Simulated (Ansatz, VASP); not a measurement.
As in VASP and in Ansatz

```
As
1.0
     4.56640    0.00000    0.00000
    -2.28320    3.95462    0.00000
     0.00000    0.00000    2.83374
As
2
Direct
  0.33670 0.67212 0.01110
  0.67221 0.33843 0.01810
```

Change from the starting cell: atoms moved at random, drawn with an rms of 0.05 Å.

Alike in both runs: task single point; functional PBE; k mesh 7 × 7 × 9; occupations fermi-dirac, width 0.05 eV; no spin polarisation.

|  | VASP | Ansatz |
| --- | --- | --- |
| version | VASP 6.6.1 | Ansatz 0.2.0 |
| potentials or method | VASP PAW PBE potentials, release 64 (As) | Ansatz PAW |
| plane-wave cutoff (eV) | 520 | 420 |
| valence electrons in the cell | 10 | 30 |

VASP gave:

* gap on the k mesh at the Fermi level (eV): none
* pressure (GPa): 0.0
* largest component of the traceless stress (GPa): 1.85
* rms of the force components (eV/Å): 0.029

Which values does Ansatz return?

gap on the k mesh at the Fermi level (eV): none; pressure (GPa): -0.1; largest component of the traceless stress (GPa): 1.90; rms of the force components (eV/Å): 0.029.

Atom by atom the forces differ by 0.000 eV/Å (rms over components). A gap of «none» marks a metal or a gap that the smearing closes. The two sets of potentials don't hold the same shells in valence.
